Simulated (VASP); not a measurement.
Here is a VASP 6.6.1 calculation.

The input INCAR:

```
SYSTEM = SiC
PREC = Accurate
ENCUT = 520
EDIFF = 1E-7
ISMEAR = -1
SIGMA = 0.05
LREAL = .FALSE.
LASPH = .TRUE.
NELM = 80
ALGO = Fast
ISIF = 2
LWAVE = .FALSE.
LCHARG = .FALSE.
GGA = PE
NBANDS = 11
```

File KPOINTS:

```
regular mesh
0
G
  10 10 10
  0 0 0
```

The input POSCAR:

```
SiC
1.0
    0.0000000000      2.1790000000      2.1790000000
    2.1790000000      0.0000000000      2.1790000000
    2.1790000000      2.1790000000      0.0000000000
Si C
1 1
Direct
    0.0000000000      0.0000000000      0.0000000000
    0.7500000000      0.7500000000      0.7500000000
```

File KPOINTS_OPT:

```
path GXWKGLUWLK,UX
10
line-mode
reciprocal
 0.0000000000  0.0000000000  0.0000000000  G
 0.5000000000  0.0000000000  0.5000000000  X

 0.5000000000  0.0000000000  0.5000000000  X
 0.5000000000  0.2500000000  0.7500000000  W

 0.5000000000  0.2500000000  0.7500000000  W
 0.3750000000  0.3750000000  0.7500000000  K

 0.3750000000  0.3750000000  0.7500000000  K
 0.0000000000  0.0000000000  0.0000000000  G

 0.0000000000  0.0000000000  0.0000000000  G
 0.5000000000  0.5000000000  0.5000000000  L

 0.5000000000  0.5000000000  0.5000000000  L
 0.6250000000  0.2500000000  0.6250000000  U

 0.6250000000  0.2500000000  0.6250000000  U
 0.5000000000  0.2500000000  0.7500000000  W

 0.5000000000  0.2500000000  0.7500000000  W
 0.5000000000  0.5000000000  0.5000000000  L

 0.5000000000  0.5000000000  0.5000000000  L
 0.3750000000  0.3750000000  0.7500000000  K

 0.6250000000  0.2500000000  0.6250000000  U
 0.5000000000  0.0000000000  0.5000000000  X
```

Potentials or basis: VASP PAW PBE potentials, release 54 (Si, C).

The run is started by

```sh
$ cat potpaw_PBE.54/Si/POTCAR potpaw_PBE.54/C/POTCAR > POTCAR
$ mpirun -np 1 vasp_std > vasp.out
```

Q: Estimate the band gap on the k mesh.

A: 1.36 eV, indirect (least direct gap 4.54 eV).

Q: Predict the band gap along the path.

A: 1.36 eV, indirect (least direct gap 4.54 eV).

Q: What does it give for the pressure?

A: 3.2 GPa.

Levels at the corners of the path, in eV from the valence-band top:
```tsv
point	band 1	band 2	band 3	band 4	band 5	band 6	band 7	band 8
Γ	-15.40	0.00	0.00	0.00	6.23	7.31	7.31	7.31
X	-10.39	-7.79	-3.18	-3.18	1.36	4.32	14.04	14.04
X	-10.39	-7.79	-3.18	-3.18	1.36	4.32	14.04	14.04
W	-10.15	-7.02	-4.99	-4.69	5.21	9.45	9.46	9.77
W	-10.15	-7.02	-4.99	-4.69	5.21	9.45	9.46	9.77
K	-10.39	-7.27	-5.54	-2.59	3.11	7.77	11.85	12.46
K	-10.39	-7.27	-5.54	-2.59	3.11	7.77	11.85	12.46
Γ	-15.40	0.00	0.00	0.00	6.23	7.31	7.31	7.31
Γ	-15.40	0.00	0.00	0.00	6.23	7.31	7.31	7.31
L	-11.84	-8.53	-1.05	-1.05	5.43	7.23	7.23	10.05
L	-11.84	-8.53	-1.05	-1.05	5.43	7.23	7.23	10.05
U	-10.39	-7.27	-5.54	-2.59	3.11	7.77	11.85	12.46
U	-10.39	-7.27	-5.54	-2.59	3.11	7.77	11.85	12.46
W	-10.15	-7.02	-4.99	-4.69	5.21	9.45	9.46	9.77
W	-10.15	-7.02	-4.99	-4.69	5.21	9.45	9.46	9.77
L	-11.84	-8.53	-1.05	-1.05	5.43	7.23	7.23	10.05
L	-11.84	-8.53	-1.05	-1.05	5.43	7.23	7.23	10.05
K	-10.39	-7.27	-5.54	-2.59	3.11	7.77	11.85	12.46
U	-10.39	-7.27	-5.54	-2.59	3.11	7.77	11.85	12.46
X	-10.39	-7.79	-3.18	-3.18	1.36	4.32	14.04	14.04
```

**The experiment to reproduce.**

From “Insight into the structural, elastic and electronic properties of a new orthorhombic 6O-SiC polytype”, 2020, pmc:7200658, for a bulk crystal of SiC: band gap 2.4 eV (indirect).

A measured gap of SiC is 2.4 eV (indirect; quoted in “Insight into the structural, elastic and electronic properties of a new orthorhombic 6O-SiC polytype”, 2020, pmc:7200658); the calculated 1.36 eV misses it by -1.04 eV. The value is that of PBE, without temperature or zero-point motion. Semilocal functionals fall short of measured gaps as a rule.
